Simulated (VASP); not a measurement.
# AlRu (Pm-3m) in VASP: notebook

Aim: see how the results for AlRu move with the level of theory and the settings. Levels: HSE06, PBE. Tasks: relaxation of cell and atoms, single point.

Everything below comes from runs of VASP 6.6.1. Logs are shortened: lines on timing, memory, paths and dates and some standing lists are left out, and cuts for length are marked.

### Step 1. The structure

It takes space group Pm-3m (No. 221, cubic). Conventional cell: a = 2.992 Å, b = 2.992 Å, c = 2.992 Å, α = 90.00°, β = 90.00°, γ = 90.00°. Around Ru (site symmetry m-3m) lie 8 Al at 2.59 Å. Around Al (site symmetry m-3m) lie 8 Ru at 2.59 Å.

### Step 2. Relaxation of cell and atoms, HSE06

Input file POSCAR:

```
AlRu
1.0
    2.9916000000      0.0000000000      0.0000000000
    0.0000000000      2.9916000000      0.0000000000
    0.0000000000      0.0000000000      2.9916000000
Ru Al
1 1
Direct
    0.5000000000      0.5000000000      0.5000000000
    0.0000000000      0.0000000000      0.0000000000
```

Input file INCAR.step1:

```
  PREC = Accurate
  ENCUT = 600
  EDIFF = 1E-5
  ISMEAR = -1
  SIGMA = 0.05
  LREAL = False
  LASPH = True
  NELM = 100
  ALGO = Normal
  LWAVE = True
  LCHARG = False
  GGA = PE
```

Input file INCAR.step2:

```
  PREC = Accurate
  ENCUT = 600
  EDIFF = 1E-6
  ISMEAR = -1
  SIGMA = 0.05
  LREAL = False
  LASPH = True
  NELM = 100
  ALGO = Normal
  ISIF = 3
  LWAVE = False
  LCHARG = False
  GGA = PE
  LHFCALC = True
  HFSCREEN = 0.2
  PRECFOCK = Fast
  IBRION = 2
  NSW = 40
  EDIFFG = -0.02
  ISTART = 1
```

Input file KPOINTS:

```
regular mesh
0
Gamma
  5 5 5
```

Potentials or basis: VASP PAW PBE potentials, release 64 (Ru_pv, Al).

The run is started by

```
> cat potpaw_PBE.64/Ru_pv/POTCAR potpaw_PBE.64/Al/POTCAR > POTCAR
> cp INCAR.step1 INCAR
> mpirun -np 1 vasp_std > vasp.out
> cp INCAR.step2 INCAR
> mpirun -np 1 vasp_std > vasp.out
```

OUTCAR:

```text
PREC = Accurate
   ENCUT = 600
   EDIFF = 1E-6
   ISMEAR = -1
   LREAL = False
   LASPH = True
   NELM = 100
   ISIF = 3
   GGA = PE
   LHFCALC = True
   HFSCREEN = 0.2
   PRECFOCK = Fast
   IBRION = 2
   NSW = 40
   EDIFFG = -0.02
   ISTART = 1

 ion  position               nearest neighbor table
   1  0.500  0.500  0.500-   2 2.59   2 2.59   2 2.59   2 2.59   2 2.59   2 2.59   2 2.59   2 2.59

   2  0.000  0.000  0.000-   1 2.59   1 2.59   1 2.59   1 2.59   1 2.59   1 2.59   1 2.59   1 2.59

  LATTYP: Found a simple cubic cell.
 ALAT       =     2.9916000000

  Lattice vectors:

 A1 = (   2.9916000000,   0.0000000000,   0.0000000000)
 A2 = (   0.0000000000,   2.9916000000,   0.0000000000)
 A3 = (   0.0000000000,   0.0000000000,   2.9916000000)

Analysis of symmetry for initial positions (statically):
=====================================================================
 Subroutine PRICEL returns:
 Original cell was already a primitive cell.

 Routine SETGRP: Setting up the symmetry group for a
 simple cubic supercell.

 Subroutine GETGRP returns: Found 48 space group operations
 (whereof 48 operations were pure point group operations)
 out of a pool of 48 trial point group operations.

The static configuration has the point symmetry O_h .

Analysis of symmetry for dynamics (positions and initial velocities):
=====================================================================
 Subroutine PRICEL returns:
 Original cell was already a primitive cell.

 Routine SETGRP: Setting up the symmetry group for a
 simple cubic supercell.

 Subroutine GETGRP returns: Found 48 space group operations
 (whereof 48 operations were pure point group operations)
 out of a pool of 48 trial point group operations.

The dynamic configuration has the point symmetry O_h .

 Subroutine INISYM returns: Found 48 space group operations
 (whereof 48 operations are pure point group operations),
 and found     1 'primitive' translations

----------------------------------------------------------------------------------------

                                     Primitive cell

  volume of cell :      26.7738

  direct lattice vectors                    reciprocal lattice vectors
     2.991600000  0.000000000  0.000000000     0.334269287  0.000000000  0.000000000
     0.000000000  2.991600000  0.000000000     0.000000000  0.334269287  0.000000000
     0.000000000  0.000000000  2.991600000     0.000000000  0.000000000  0.334269287

  length of vectors
     2.991600000  2.991600000  2.991600000     0.334269287  0.334269287  0.334269287

  position of ions in fractional coordinates (direct lattice)
     0.500000000  0.500000000  0.500000000
     0.000000000  0.000000000  0.000000000

  ion indices of the primitive-cell ions
   primitive index   ion index
                 1           1
                 2           2

----------------------------------------------------------------------------------------

 KPOINTS: regular mesh

Automatic generation of k-mesh.
 Grid dimensions read from file:
 generate k-points for:    5    5    5

 Generating k-lattice:

  Cartesian coordinates                     Fractional coordinates (reciprocal lattice)
     0.066853857  0.000000000  0.000000000     0.200000000  0.000000000  0.000000000
     0.000000000  0.066853857  0.000000000     0.000000000  0.200000000  0.000000000
     0.000000000  0.000000000  0.066853857     0.000000000  0.000000000  0.200000000

  Length of vectors
     0.066853857  0.066853857  0.066853857

  Shift w.r.t. Gamma in fractional coordinates (k-lattice)
     0.000000000  0.000000000  0.000000000

 Subroutine IBZKPT returns following result:
 ===========================================

 Found     10 irreducible k-points:

 Following reciprocal coordinates:
            Coordinates               Weight
  0.000000  0.000000  0.000000      1.000000
  0.200000  0.000000  0.000000      6.000000
  0.400000  0.000000  0.000000      6.000000
  0.200000  0.200000  0.000000     12.000000
  0.400000  0.200000  0.000000     24.000000
  0.400000  0.400000  0.000000     12.000000
  0.200000  0.200000  0.200000      8.000000
  0.400000  0.200000  0.200000     24.000000
  0.400000  0.400000  0.200000     24.000000
  0.400000  0.400000  0.400000      8.000000
   k-points           NKPTS =     10   k-points in BZ     NKDIM =    125   number of bands    NBANDS=     12
   number of dos      NEDOS =    301   number of ions     NIONS =      2
   total plane-waves  NPLWV =  13824
   dimension x,y,z NGX =    24 NGY =   24 NGZ =   24
   dimension x,y,z NGXF=    48 NGYF=   48 NGZF=   48
   ions per type =               1   1
   NGX,Y,Z   is equivalent  to a cutoff of  13.34, 13.34, 13.34 a.u.
   NGXF,Y,Z  is equivalent  to a cutoff of  26.67, 26.67, 26.67 a.u.
 SYSTEM =  unknown system
   PREC   = accura    normal or accurate (medium, high low for compatibility)
   ISTART =      1    job   : 0-new  1-cont  2-samecut
   ICHARG =      0    charge: 1-file 2-atom 10-const
   ISPIN  =      1    spin polarized calculation?
   LNONCOLLINEAR =      F non collinear calculations
   LSORBIT =      F    spin-orbit coupling
   LASPH  =      T    aspherical Exc in radial PAW
   ENCUT  =  600.0 eV  44.10 Ry    6.64 a.u.   5.97  5.97  5.97*2*pi/ulx,y,z
   NELM   =    100;   NELMIN=  2; NELMDL=  0     # of ELM steps
   EDIFF  = 0.1E-05   stopping-criterion for ELM
   LREAL  =      F    real-space projection
   EDIFFG = -.2E-01   stopping-criterion for IOM
   NSW    =     40    number of steps for IOM
   IBRION =      2    ionic relax: 0-MD 1-quasi-New 2-CG
   NFREE  =      1    steps in history (QN), initial steepest desc. (CG)
   ISIF   =      3    stress and relaxation
   ISYM   =      3    0-nonsym 1-usesym 2-fastsym
   POTIM  = 0.5000    time-step for ionic-motion
   TEBEG  =    0.0;   TEEND  =   0.0 temperature during run
   PSTRESS=    0.0 pullay stress
   NELECT =      17.0000    total number of electrons
   NUPDOWN=      -1.0000    fix difference up-down
   EMIN   =  10.00;   EMAX   =-10.00  energy-range for DOS
   EFERMI =   0.00;   METHOD = LEGACY
   ISMEAR =    -1;   SIGMA  =   0.05  broadening in eV -4-tet -1-fermi 0-gaus
   EFERMI_NEDOS =   21; number of points for ismear=-14 and -15
   IALGO  =     38    algorithm
   IMIX   =      1    mixing-type and parameters
     AMIX     =   0.40;   BMIX     =  1.00
     AMIX_MAG =   1.60;   BMIX_MAG =  1.00
  volume/ion in A,a.u.               =      13.39        90.34
  Fermi-wavevector in a.u.,A,eV,Ry     =   1.407087  2.659009 26.938090  1.979894
  Thomas-Fermi vector in A             =   2.529382
   LORBIT       =      0    0 simple, 1 ext, 2 COOP (PROOUT), +10 PAW based schemes
   GGA     = PE    functional components
   LHFCALC =     T    Hartree Fock is set to
   PRECFOCK=fast      Normal, Fast or Accurate (Low or Medium for compatibility)
   ENCUT4O =  -1.0   cutoff for four orbital integrals eV
   NKREDX  =     1    reduce k-point grid by
   NKREDY  =     1    reduce k-point grid by
   NKREDZ  =     1    reduce k-point grid by
   AEXX    =    0.2500 exact exchange contribution
   HFSCREEN=    0.2000 screening length (either q_TF or 0.3 A-1)
   HFSCREENC=   0.2000 screening length for correlation (either q_TF or 0.3 A-1)
   ENCUTFOCK=  -1.0 apply spherical cutoff to Coloumb kernel
   IVDW    =     0    specifies the selected vdW correction
   LEPSILON=     F    determine dielectric tensor
   LRPA    =     F    only Hartree local field effects (RPA)
 conjugate gradient relaxation of ions
 non-spin polarized calculation
  energy-cutoff  :      600.00
  volume of cell :       26.77
 maximum number of plane-waves:       904
 NGX is ok and might be reduce to    24
  NGX = 14; NGY = 14; NGZ = 14

--------------------------------------- Ionic step        1  -------------------------------------------

 number of electron      16.9999996 magnetization

 Free energy of the ion-electron system (eV)
  ---------------------------------------------------
  ext. energy  EPLUGINS =         0.00000000
  ---------------------------------------------------
  free energy    TOTEN  =       -16.58806955 eV

  energy without entropy =      -16.56970100  energy(sigma->0) =      -16.57888528

------------------------ aborting loop because EDIFF is reached ----------------------------------------

  FORCE on cell =-STRESS in cart. coord.  units (eV):
  Direction    XX          YY          ZZ          XY          YZ          ZX
  --------------------------------------------------------------------------------------
  -------------------------------------------------------------------------------------
  Total       -0.4719094     -0.4719094     -0.4719094     -0.0000000     -0.0000000     -0.0000000
  in kB      -28.2396055    -28.2396055    -28.2396055     -0.0000000     -0.0000000     -0.0000000
  external PRESSURE =     -28.2396055 kB  Pullay stress =       0.0000000 kB
[... 57 lines left out ...]
  energy  without entropy=      -16.5648683964  energy(sigma->0) =      -16.57378341

--------------------------------------- Ionic step        3  -------------------------------------------

 number of electron      16.9999997 magnetization

 Free energy of the ion-electron system (eV)
  ---------------------------------------------------
  ext. energy  EPLUGINS =         0.00000000
  ---------------------------------------------------
  free energy    TOTEN  =       -16.59115436 eV

  energy without entropy =      -16.57298622  energy(sigma->0) =      -16.58207029

 E-fermi :  10.8090     XC(G=0): -10.2808

 val. band max:       10.6112441531   @ k =   0.4000   0.0000   0.0000
 cond. band min:      10.8486490299   @ k =   0.4000   0.4000   0.2000
 fundamental gap:      0.2374048768
 Fermi energy:        10.8089769579

 k-point     1 :       0.0000    0.0000    0.0000
  band No.  band energies     occupation
      1     -33.9088      2.00000
      2     -33.9088      2.00000
      3     -33.9088      2.00000
      4      -0.3468      2.00000
      5       6.4946      2.00000
      6       6.4946      2.00000
      7      10.3558      1.99977
      8      10.3558      1.99977
      9      10.3558      1.99977
     10      17.5429      0.00000
     11      17.5429      0.00000
     12      17.5429      0.00000
[... 162 lines left out ...]
  FREE ENERGIE OF THE ION-ELECTRON SYSTEM (eV)
  ---------------------------------------------------
  free  energy   TOTEN  =       -16.5911543568 eV

  energy  without entropy=      -16.5729862201  energy(sigma->0) =      -16.58207029

 reached required accuracy - stopping structural energy minimisation
```

Wall time 5.1 min (1 thread of Intel Xeon 6975P-C (Granite Rapids), shared host); peak memory 0.25 GiB.

What came out:

| Item | Value |
| --- | --- |
| Free energy | -16.5912 eV |
| Relaxed volume | 13.22 Å³/atom |
| Relaxed cell | a = 2.979 Å, b = 2.979 Å, c = 2.979 Å, α = 90.00°, β = 90.00°, γ = 90.00° |
| Space group after relaxing (to 0.05 Å) | Pm-3m (No. 221) |
| Energy gained by relaxing | 1.5 meV/atom |
| Ionic steps | 3 |
| Pressure after relaxing | 0.0 GPa |
| Band gap on the k mesh | none (metal or under the smearing width) |

Step by step:
| step | energy change (eV) | largest force (eV/Å) | pressure (GPa) | volume (Å³) |
| --- | --- | --- | --- | --- |
| 1 | 0.0000 | 0.0000 | -2.82 | 26.77 |
| 2 | 0.0054 | 0.0000 | 4.93 | 25.87 |
| 3 | -0.0031 | 0.0000 | 0.03 | 26.43 |

Final structure:
```
Ru Al
1.0
     2.97874    0.00000    0.00000
     0.00000    2.97874    0.00000
     0.00000    0.00000    2.97874
Ru Al
1 1
Direct
  0.50000 0.50000 0.50000
  0.00000 0.00000 0.00000
```

Caveat: the k mesh is coarse (spacing up to 0.42 Å⁻¹), so the values aren't converged, least of all with exact exchange; the PAW data sets were made with another functional, which shifts forces and pressure a little.

### Step 3. Single point, PBE

Input file INCAR:

```
SYSTEM = AlRu
PREC = Accurate
ENCUT = 500
EDIFF = 1E-6
ISMEAR = 0
SIGMA = 0.1
LREAL = .False.
LASPH = .True.
NELM = 60
ALGO = Normal
ISIF = 2
LWAVE = .False.
LCHARG = .True.
GGA = PE
LELF = .True.
LVHAR = .True.
```

Input file KPOINTS:

```
regular mesh
0
Gamma
  9 9 9
  0 0 0
```

POSCAR is that of step 2.

Potentials or basis: VASP PAW PBE potentials, release 64 (Ru, Al).

The run is started by

```
> cat potpaw_PBE.64/Ru/POTCAR potpaw_PBE.64/Al/POTCAR > POTCAR
> mpirun -np 1 vasp_std > vasp.out
```

OUTCAR:

```text
SYSTEM = AlRu
   PREC = Accurate
   ENCUT = 500
   EDIFF = 1E-6
   ISMEAR = 0
   LREAL = .False.
   LASPH = .True.
   NELM = 60
   ISIF = 2
   GGA = PE

 ion  position               nearest neighbor table
   1  0.500  0.500  0.500-   2 2.59   2 2.59   2 2.59   2 2.59   2 2.59   2 2.59   2 2.59   2 2.59

   2  0.000  0.000  0.000-   1 2.59   1 2.59   1 2.59   1 2.59   1 2.59   1 2.59   1 2.59   1 2.59

  LATTYP: Found a simple cubic cell.
 ALAT       =     2.9916000000

  Lattice vectors:

 A1 = (   2.9916000000,   0.0000000000,   0.0000000000)
 A2 = (   0.0000000000,   2.9916000000,   0.0000000000)
 A3 = (   0.0000000000,   0.0000000000,   2.9916000000)

Analysis of symmetry for initial positions (statically):
=====================================================================
 Subroutine PRICEL returns:
 Original cell was already a primitive cell.

 Routine SETGRP: Setting up the symmetry group for a
 simple cubic supercell.

 Subroutine GETGRP returns: Found 48 space group operations
 (whereof 48 operations were pure point group operations)
 out of a pool of 48 trial point group operations.

The static configuration has the point symmetry O_h .

Analysis of symmetry for dynamics (positions and initial velocities):
=====================================================================
 Subroutine PRICEL returns:
 Original cell was already a primitive cell.

 Routine SETGRP: Setting up the symmetry group for a
 simple cubic supercell.

 Subroutine GETGRP returns: Found 48 space group operations
 (whereof 48 operations were pure point group operations)
 out of a pool of 48 trial point group operations.

The dynamic configuration has the point symmetry O_h .

 Subroutine INISYM returns: Found 48 space group operations
 (whereof 48 operations are pure point group operations),
 and found     1 'primitive' translations

----------------------------------------------------------------------------------------
[... 118 lines left out ...]
   GGA     = PE    functional components
   LHFCALC =     F    Hartree Fock is set to
   AEXX    =    0.0000 exact exchange contribution
   IVDW    =     0    specifies the selected vdW correction
   LEPSILON=     F    determine dielectric tensor
   LRPA    =     F    only Hartree local field effects (RPA)
 non-spin polarized calculation
 Gauss-broadening in eV      SIGMA  =   0.10
  energy-cutoff  :      500.00
  volume of cell :       26.77
 maximum number of plane-waves:       697
 NGX is ok and might be reduce to    24
   NGX = 11   NGY = 11   NGZ = 11

 number of electron      11.0000001 magnetization

 Free energy of the ion-electron system (eV)
  ---------------------------------------------------
  ext. energy  EPLUGINS =         0.00000000
  ---------------------------------------------------
  free energy    TOTEN  =       -14.25830672 eV

  energy without entropy =      -14.24858493  energy(sigma->0) =      -14.25344583

 E-fermi :  10.4886     XC(G=0): -12.4126

 val. band max:       10.4773610956   @ k =   0.4444   0.4444   0.1111
 cond. band min:      10.4928961451   @ k =   0.4444   0.1111   0.1111
 fundamental gap:      0.0155350495
 Fermi energy:        10.4886175257

 k-point     1 :       0.0000    0.0000    0.0000
  band No.  band energies     occupation
      1       0.8995      2.00000
      2       7.0042      2.00000
      3       7.0042      2.00000
      4      10.7323      0.00057
      5      10.7323      0.00057
      6      10.7323      0.00057
      7      16.6393      0.00000
      8      16.6393      0.00000
      9      16.6393      0.00000
[... 265 lines left out ...]
 k-point    24 :       0.4444    0.3333    0.1111
  band No.  band energies     occupation
      1       4.7309      2.00000
      2       6.8107      2.00000
      3       8.0506      2.00000
      4       8.6623      2.00000
      5       9.8432      2.00000
      6      10.2661      1.99835
      7      12.7967      0.00000
      8      16.6397      0.00000
      9      17.7606      0.00000

 [... further k-points ...]

------------------------ aborting loop because EDIFF is reached ----------------------------------------

  FORCE on cell =-STRESS in cart. coord.  units (eV):
  Direction    XX          YY          ZZ          XY          YZ          ZX
  --------------------------------------------------------------------------------------
  -------------------------------------------------------------------------------------
  Total        0.4308989      0.4308989      0.4308989      0.0000000      0.0000000     -0.0000000
  in kB       25.7854894     25.7854894     25.7854894      0.0000000      0.0000000     -0.0000000
  external PRESSURE =      25.7854894 kB  Pullay stress =       0.0000000 kB

 VOLUME and BASIS-vectors are now :
 -----------------------------------------------------------------------------
  energy-cutoff  :      500.00
  volume of cell :       26.77
      direct lattice vectors                 reciprocal lattice vectors
     2.991600000  0.000000000  0.000000000     0.334269287  0.000000000  0.000000000
     0.000000000  2.991600000  0.000000000     0.000000000  0.334269287  0.000000000
     0.000000000  0.000000000  2.991600000     0.000000000  0.000000000  0.334269287

 POSITION                                       TOTAL-FORCE (eV/Angst)
 -----------------------------------------------------------------------------------
      1.49580      1.49580      1.49580         0.000000      0.000000      0.000000
      0.00000      0.00000      0.00000         0.000000      0.000000      0.000000
 -----------------------------------------------------------------------------------
    total drift:                                0.000000     -0.000000     -0.000000

  FREE ENERGIE OF THE ION-ELECTRON SYSTEM (eV)
  ---------------------------------------------------
  free  energy   TOTEN  =       -14.2583067232 eV

  energy  without entropy=      -14.2485849343  energy(sigma->0) =      -14.25344583
```

OSZICAR:

```text
N       E                     dE             d eps       ncg     rms          rms(c)
DAV:   1     0.320832748752E+02    0.32083E+02   -0.45363E+03   646   0.949E+02
DAV:   2    -0.139237487836E+02   -0.46007E+02   -0.44750E+02   652   0.174E+02
DAV:   3    -0.149189475146E+02   -0.99520E+00   -0.90832E+00   759   0.261E+01
DAV:   4    -0.149307868866E+02   -0.11839E-01   -0.11812E-01   764   0.256E+00
DAV:   5    -0.149308998697E+02   -0.11298E-03   -0.11298E-03   758   0.233E-01    0.119E+01
DAV:   6    -0.143571222312E+02    0.57378E+00   -0.46503E+00   655   0.185E+01    0.227E+00
DAV:   7    -0.142863447931E+02    0.70777E-01   -0.34265E-01   646   0.507E+00    0.217E+00
DAV:   8    -0.142588149821E+02    0.27530E-01   -0.32884E-02   685   0.182E+00    0.190E-01
DAV:   9    -0.142583174524E+02    0.49753E-03   -0.17188E-03   704   0.334E-01    0.125E-01
DAV:  10    -0.142583064878E+02    0.10965E-04   -0.71212E-05   711   0.785E-02    0.626E-03
DAV:  11    -0.142583067232E+02   -0.23538E-06   -0.92047E-07   471   0.888E-03
   1 F= -.14258307E+02 E0= -.14253446E+02  d E =-.972179E-02
```

stdout:

```text
POSCAR found type information on POSCAR RuAl
 POSCAR found :  2 types and       2 ions
 scaLAPACK will be used
 LDA part: xc-table for (Slater+PW92), standard interpolation
 POSCAR, INCAR and KPOINTS ok, starting setup
 FFT: planning ... GRIDC
 FFT: planning ... GRID_SOFT
 FFT: planning ... GRID
 WAVECAR not read
 entering main loop
```

Run time: 3.9 s. Hardware: 1 thread of Intel Xeon Platinum 8559C (Emerald Rapids), shared host; peak memory 0.14 GiB.

What came out:

```yaml
Free_energy: -14.2583 eV
Pressure: 2.6 GPa
Band_gap_on_the_k_mesh: none (metal or under the smearing width)
```
